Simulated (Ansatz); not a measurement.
Here is an Ansatz 0.2.0 calculation.

File input.yaml:

```yaml
crystal:
  lattice:
    - [-1.8921, 1.8921, 4.7573]
    - [1.8921, -1.8921, 4.7573]
    - [1.8921, 1.8921, -4.7573]
  atoms:
    - { symbol: Ti, position: [0.75, 0.25, 0.5] }
    - { symbol: Ti, position: [0.0, 0.0, 0.0] }
    - { symbol: O, position: [0.7919, 0.7919, 0.0] }
    - { symbol: O, position: [0.5419, 0.0419, 0.5] }
    - { symbol: O, position: [0.9581, 0.4581, 0.5] }
    - { symbol: O, position: [0.2081, 0.2081, 0.0] }
hamiltonian:
  xc: pbe
  pseudopotentials: { kind: paw }
kpoints:
  mp_grid: { grid: [10, 10, 10] }
scf:
  occupations: { method: fermi_dirac, width: 0.05 }
output:
  forces: true
  stress: true
  eigenvalues: true
relax:
  f_tol: 0.01
  max_steps: 40
  cell: { stress_tol: 0.05 }
```

Potentials or basis: Ansatz PAW.

The run is started by

```console
$ ansatz run input.yaml --threads 2 --pin off --max-ram 5632MiB --backend cpu --events-out ev --progress --plain --runs-dir out
```

Q: Estimate the space group after relaxing (to 0.05 Å).

A: I4_1/amd (No. 141).

Q: Estimate the band gap on the k mesh.

A: 2.13 eV, indirect (least direct gap 2.43 eV).

The path:
| step | energy change (eV) | largest force (eV/Å) | volume (Å³) |
| --- | --- | --- | --- |
| 1 | 0.0000 | 0.1020 | 68.13 |
| 2 | -0.0193 | 0.0324 | 69.32 |
| 3 | -0.0200 | 0.0059 | 69.85 |
| 4 | -0.0202 | 0.0028 | 69.88 |
| 5 | -0.0290 | 0.0025 | 69.88 |
| 6 | -0.0287 | 0.0005 | 69.98 |
| 7 | -0.0291 | 0.0005 | 69.98 |

Caveat: the plane-wave basis is chosen anew once the cell has moved, so the energies of steps on either side of that aren't comparable. Zero-point motion and thermal expansion aren't in these numbers.
